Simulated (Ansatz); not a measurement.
Runs of Ansatz 0.2.0 on ZrS2. The structure is trigonal, space group P-3m1 (No. 164). The conventional cell has a = 3.691 Å, b = 3.691 Å, c = 6.041 Å, α = 90.00°, β = 90.00°, γ = 120.00°. Around Zr (site symmetry -3m) lie 6 S at 2.57 Å. Around S (site symmetry 3m) lie 3 Zr at 2.57 Å. The cell is a database's computed one.

```csv
task,level,potentials or basis,spin,U,k mesh,cutoff (eV),smearing,driver,temperature,double counting,delta,hubbard projectors,other keys,gap on the mesh (eV),pressure (GPa),largest force (eV/Å)
phonons,LDA+U,Ansatz PAW,off,Zr d U = 3.5 eV,5 × 5 × 3,420,fermi-dirac 0.01 eV,calculator,-,fll,0.01,ortho-atomic (the default),-,(c),-1.4,0.11
Wannier functions,m-r2SCAN,Ansatz PAW,off,-,8 × 8 × 5,500,methfessel-paxton 0.1 eV,chain,-,-,-,-,-,(a),-,-
electron localisation function,BLYP+D4,Ansatz PAW,"SOC, no magnetisation",-,8 × 8 × 5,420,methfessel-paxton 0.1 eV,chain,-,-,-,-,-,1.09,0.4,0.26
optical spectrum,LDA+U,Ansatz PAW,off,Zr d U = 4.5 eV,8 × 8 × 5,420,tetrahedron,chain,-,fll (the default),-,ortho-atomic (the default),-,(b),-,-
electron localisation function,BLYP+D4,Ansatz PAW,"SOC, no magnetisation",-,8 × 8 × 5,420,methfessel-paxton 0.1 eV,-,-,-,-,-,-,1.09,0.4,0.26
single point,r2SCAN0+D3(BJ)+ATM,SPMS NC,off,-,5 × 5 × 3,500,methfessel-paxton 0.1 eV,chain,-,-,-,-,basis.ecutwfc = 500 eV; scf.n_extra_bands = 16,(d),-1.6,0.13
electrostatic potential,r2SCAN+rVV10,Ansatz PAW,"collinear, random start",-,8 × 8 × 5,500,tetrahedron,chain,-,-,-,-,-,1.35,-0.8,0.02
```

Alike in all rows: cell as given.

Task: Estimate the missing entries.

Result: (a) 1.36; (b) 1.63; (c) 1.55; (d) 2.87.

Caveats: odd divisions of the mesh miss points on the zone boundary, where band edges often lie, so the gap on the mesh can be too wide; the PAW data sets were made with another functional, which shifts forces and pressure a little (some runs); the potentials were made for another functional, which shifts forces and pressure (some runs); some levels weren't fully converged (some runs); spectra need much finer meshes, so this one isn't converged (some runs); independent-particle spectra lack excitons (some runs); the PAW data sets come from PBE, with cores solved anew for the run's functional, which leaves a small shift of forces and pressure (some runs).

A k mesh can miss the band edges, and rows without SOC leave out spin-orbit coupling on Zr.
